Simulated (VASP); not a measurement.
Calculation: PBE GGA, VASP's PBE PAW potentials (set 64) (plane waves; VASP 6.6.1).

Input for VASP

### INCAR
```
SYSTEM = CaF2
PREC = Accurate; ENCUT = 300; LREAL = F
LASPH = T
EDIFF = 1E-6; NELM = 100; ALGO = Normal
ISMEAR = 0; SIGMA = 0.05
GGA = PE
ISIF = 2
LWAVE = F; LCHARG = F
```

KPOINTS:
```
Automatic mesh
0
Gamma
8 8 8
0 0 0
```

POSCAR:
```
CaF2
1
    0.0000000000     2.7300000000     2.7300000000
    2.7300000000     0.0000000000     2.7300000000
    2.7300000000     2.7300000000     0.0000000000
Ca F
1 2
Direct
  0.0000000000   0.0000000000   0.0000000000
  0.2500000000   0.2500000000   0.2500000000
  0.7500000000   0.7500000000   0.7500000000
```

POTCAR, in this order: Ca_sv F (PBE.64 set). Program: vasp_std.

The run wrote:

**OSZICAR**
```
       N       E                     dE             d eps       ncg     rms          rms(c)
DAV:   1     0.157162231169E+03    0.15716E+03   -0.10483E+04   928   0.101E+03
DAV:   2    -0.133713469613E+02   -0.17053E+03   -0.16820E+03  1168   0.313E+02
DAV:   3    -0.183094319146E+02   -0.49381E+01   -0.49348E+01  1088   0.620E+01
DAV:   4    -0.184652273345E+02   -0.15580E+00   -0.15577E+00  1504   0.837E+00
DAV:   5    -0.184665108434E+02   -0.12835E-02   -0.12835E-02  1056   0.813E-01    0.679E+00
DAV:   6    -0.177137398183E+02    0.75277E+00   -0.26795E+00  1072   0.111E+01    0.380E+00
DAV:   7    -0.176638126519E+02    0.49927E-01   -0.11016E-01  1376   0.263E+00    0.186E+00
DAV:   8    -0.176711687991E+02   -0.73561E-02   -0.28582E-02  1144   0.196E+00    0.130E-01
DAV:   9    -0.176740704704E+02   -0.29017E-02   -0.47143E-03  1336   0.474E-01    0.128E-01
DAV:  10    -0.176749160919E+02   -0.84562E-03   -0.11947E-03   952   0.256E-01    0.141E-02
DAV:  11    -0.176749272930E+02   -0.11201E-04   -0.51503E-05  1248   0.601E-02    0.469E-03
DAV:  12    -0.176749333689E+02   -0.60759E-05   -0.16553E-05  1032   0.271E-02    0.338E-03
DAV:  13    -0.176749334115E+02   -0.42631E-07   -0.19356E-06  1184   0.102E-02
   1 F= -.17674933E+02 E0= -.17674933E+02  d E =-.695678E-11
```

**OUTCAR**
```
------------------------ aborting loop because EDIFF is reached ----------------------------------------
  FORCE on cell =-STRESS in cart. coord.  units (eV):
  Direction    XX          YY          ZZ          XY          YZ          ZX
  --------------------------------------------------------------------------------------
  Total      -15.2133940    -15.2133940    -15.2133940      0.0000000      0.0000000      0.0000000
  in kB     -598.9888777   -598.9888777   -598.9888777      0.0000000      0.0000000      0.0000000
  external PRESSURE =    -598.9888777 kB  Pullay stress =       0.0000000 kB
  volume of cell :       40.69
      direct lattice vectors                 reciprocal lattice vectors
     0.000000000  2.730000000  2.730000000    -0.183150183  0.183150183  0.183150183
     2.730000000  0.000000000  2.730000000     0.183150183 -0.183150183  0.183150183
     2.730000000  2.730000000  0.000000000     0.183150183  0.183150183 -0.183150183
 POSITION                                       TOTAL-FORCE (eV/Angst)
 -----------------------------------------------------------------------------------
      0.00000      0.00000      0.00000         0.000000     -0.000000     -0.000000
      1.36500      1.36500      1.36500         0.000000      0.000000      0.000000
      4.09500      4.09500      4.09500        -0.000000     -0.000000      0.000000
 -----------------------------------------------------------------------------------
    total drift:                               -0.000000      0.000000      0.000000
  FREE ENERGIE OF THE ION-ELECTRON SYSTEM (eV)
  ---------------------------------------------------
  free  energy   TOTEN  =       -17.6749334115 eV

  energy  without entropy=      -17.6749334115  energy(sigma->0) =      -17.67493341
```
(Selected blocks of OUTCAR.)

At this cut-off the stress carries a Pulay error, which pulls relaxed volumes low.

The compound is CaF2 in the fluorite structure. The cell was not relaxed at this level. The run is one of a series of settings (ENCUT = 300 against the base run), some of them coarse on purpose.
